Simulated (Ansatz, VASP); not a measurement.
One calculation of Cd, two programs

File INCAR:

```
SYSTEM = Cd
PREC = Accurate ; ENCUT = 520
EDIFF = 1E-8 ; ISMEAR = -1
SIGMA = 0.05 ; LREAL = .FALSE.
LASPH = .TRUE. ; NELM = 80
ALGO = Normal ; ISIF = 2
LWAVE = .FALSE. ; LCHARG = .FALSE.
GGA = PS ; LEFG = .TRUE.
NBANDS = 19
```

The input KPOINTS:

```
regular mesh
0
G
  14 14 7
  0 0 0
```

POSCAR

```
Cd
1.0
    2.9887691672      0.0000000000      0.0000000000
   -1.4943845836      2.5883500248      0.0000000000
    0.0000000000      0.0000000000      5.6363134261
Cd
2
Direct
    0.3333333333      0.6666666667      0.2500000000
    0.6666666667      0.3333333333      0.7500000000
```

Input for Ansatz:

```yaml
crystal:
  lattice:
    - [2.9887691672, 0.0, 0.0]
    - [-1.4943845836, 2.5883500248, 0.0]
    - [0.0, 0.0, 5.6363134261]
  atoms:
    - { symbol: Cd, position: [0.3333333333, 0.6666666667, 0.25] }
    - { symbol: Cd, position: [0.6666666667, 0.3333333333, 0.75] }
kpoints:
  mp_grid: { grid: [14, 14, 7] }
scf:
  occupations: { method: fermi_dirac, width: 0.05 }
hamiltonian:
  xc: pbesol
  pseudopotentials: { kind: paw }
output:
  forces: true
  stress: true
  eigenvalues: true
  efg: { contact_densities: true }
```

Change from the starting cell: volume scaled by 1.01, PAW files.

Alike in both runs: task electric field gradients; functional PBEsol; k mesh 14 × 14 × 7; occupations fermi-dirac, width 0.05 eV; no spin polarisation.

|  | VASP | Ansatz |
| --- | --- | --- |
| version | VASP 6.6.1 | Ansatz 0.2.0 |
| potentials or method | VASP PAW PBE potentials, release 64 (Cd) | PAW with Ansatz's default frozen-core files, scalar-relativistic |
| plane-wave cutoff (eV) | 520 | 420 |
| valence electrons in the cell | 24 | 40 |

```csv
,VASP,Ansatz,Ansatz less VASP
pressure (GPa),-1.6,-1.9,-0.32
largest component of the traceless stress (GPa),0.16,0.01,-0.147
Vzz of the field gradient on the site that differs most (V/Å²),80.3,73.8,-6.44
```

With one functional, cell and mesh, what is left measures potentials, basis and numerics. The two sets of potentials don't hold the same shells in valence. Ansatz warned: «gradients_without_spin_orbit».

Caveats: the PAW data sets were made with another functional, which shifts forces and pressure a little (VASP).
